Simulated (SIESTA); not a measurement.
## Pd under changes of volume

One of the cells (14.750 Å³/atom); the others are scaled copies at fixed shape and fractional positions:

```
Pd
1.0
     0.00000    1.94650    1.94650
     1.94650    0.00000    1.94650
     1.94650    1.94650    0.00000
Pd
1
Direct
  0.00000 0.00000 0.00000
```

- Program: SIESTA 5.4.2
- Functional: PBE
- Potentials or basis: PseudoDojo 0.4 standard (PBE files, fully relativistic)
- Basis: DZP (energy shift 0.003 Ry; two zetas on semicore shells)
- Grid cutoff: 800 Ry
- Energy shift: 0.003 Ry
- k mesh: 9 × 9 × 9
- Occupations: fermi-dirac, width 0.05 eV
- Spin: non-collinear spin, zero start, spin-orbit coupling
- Starting moments: [[0.0, 0.0, 0.0]] μB

| volume (Å³/atom) | energy over the lowest point (meV/atom) | pressure (GPa) |
| --- | --- | --- |
| 13.865 | 87.50 | 21.6 |
| 14.160 | 53.28 | 16.2 |
| 14.455 | 28.24 | 11.4 |
| 14.750 | 11.86 | 7.0 |
| 15.045 | ? | ? |
| 15.340 | 0.00 | 0.3 |
| 15.635 | 2.56 | -2.5 |

Problem. What does the run at 15.045 Å³/atom give?

Solution. Energy over the lowest point 2.89 meV/atom; pressure 3.4 GPa.

Worked out: A Birch-Murnaghan fit of order 3 (a polynomial in V^(-2/3)) to the other rows has its minimum at 15.34 Å³/atom with B0 = V·E''(V) = 155 GPa and B' = 6.4. It gives 2.74 meV/atom at 15.045 Å³/atom, against the run's 2.89, and -dE/dV = 3.2 GPa, against 3.4.

Energies are extrapolated to zero smearing.

Caveats: the basis of atomic orbitals isn't converged, which shifts pressures, moduli and gaps.
